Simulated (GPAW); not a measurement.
Runs of GPAW 26.7.0 on LiF (Griceite). It takes space group Fm-3m (No. 225, cubic). The conventional cell has a = 4.028 Å, b = 4.028 Å, c = 4.028 Å, α = 90.00°, β = 90.00°, γ = 90.00°. Around F (site symmetry m-3m) lie 6 Li at 2.01 Å. Li (site symmetry m-3m) is surrounded by 6 F at 2.01 Å. 

```tsv
task	level	potentials or basis	cell	k mesh	cutoff (eV)	eigensolver	hybrids on these orbitals	oneshot functional	band path	band points	grid spacing	gap on the mesh (eV)	pressure (GPa)
one-shot levels of the hybrid HSE06	PBE	GPAW PAW data sets (gpaw-data 1.2.1), pw	as given	7 × 7 × 7	600	-	["HSE06", "EXX", "PBE0"]	HSE06	-	-	-	9.07	(b)
band structure	LDA	PAW data sets generated in the run's folder for this functional, pw	as given	11 × 11 × 11	800	-	-	-	GXWKGLUWLK,UX	60	-	8.82	-8.0
band structure	PBE	GPAW PAW data sets (gpaw-data 1.2.1), lcao:dzp	as given	11 × 11 × 11	-	-	-	-	GXWKGLUWLK,UX	80	0.2 Å	8.96	-
band structure	PBEint	PAW data sets generated in the run's folder for this functional, pw	as given	11 × 11 × 11	800	-	-	-	GXWKGLUWLK,UX	100	-	8.98	-0.1
band structure	r2SCAN	GPAW PAW data sets (gpaw-data 1.2.1), pw	as given	11 × 11 × 11	800	-	-	-	GXWKGLUWLK,UX	100	-	10.04	(a)
single point	PBE	GPAW PAW data sets (gpaw-data 1.2.1), pw	atoms moved at random, drawn with an rms of 0.05 Å	11 × 11 × 11	800	-	-	-	-	-	-	9.07	2.1
single point	PBE	GPAW PAW data sets (gpaw-data 1.2.1), pw	as given	11 × 11 × 11	800	-	-	-	-	-	-	9.07	2.0
```

Alike in all rows: no spin polarisation; smearing fermi-dirac 0.05 eV.

Task: Fill in the values left out.

Result: (a) -1.9; (b) 3.7.

Caveats: an odd mesh through Γ misses points on the zone boundary, where band edges often lie (some runs); the cutoff is short for stress and forces, so pressures can be off by a GPa or more (some runs); energy and the plain gap are those of the semilocal run (some runs); the hybrids' values are one shot on its orbitals and mesh (some runs); the basis of atomic orbitals isn't converged, which shifts pressures, moduli and gaps (some runs).
